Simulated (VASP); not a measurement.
A run of VASP 6.6.1 is set up as follows.

File INCAR:

```
SYSTEM = AlAs
  ALGO = Normal
  EDIFF = 1E-6
  EDIFFG = -0.01
  ENCUT = 600
  GGA = PS
  IBRION = 2
  ISIF = 3
  ISMEAR = 0
  KPAR = 4
  LASPH = .True.
  LCHARG = .False.
  LREAL = .False.
  LWAVE = .False.
  NELM = 80
  NSW = 90
  PREC = Accurate
  SIGMA = 0.03
```

File KPOINTS:

```
k-points
0
Gamma
  8 8 8
  0 0 0
```

Contents of POSCAR:

```
AlAs
1.0
    0.0000000000      2.8304000000      2.8304000000
    2.8304000000      0.0000000000      2.8304000000
    2.8304000000      2.8304000000      0.0000000000
Al As
1 1
Direct
    0.0000000000      0.0000000000      0.0000000000
    0.2500000000      0.2500000000      0.2500000000
```

Potentials or basis: VASP PAW PBE potentials, release 64 (Al, As).

The run is started by

```console
$ cat potpaw_PBE.64/Al/POTCAR potpaw_PBE.64/As/POTCAR > POTCAR
$ mpirun -np 4 vasp_std > vasp.out
```

(1) Estimate the space group after relaxing (to 0.05 Å).

(2) Estimate the relaxed cell.

(3) Predict the band gap on the k mesh.

Answers

(1) F-43m (No. 216).

(2) a = 4.018 Å, b = 4.018 Å, c = 4.018 Å, α = 60.00°, β = 60.00°, γ = 60.00°.

(3) 1.34 eV, indirect (least direct gap 1.89 eV).
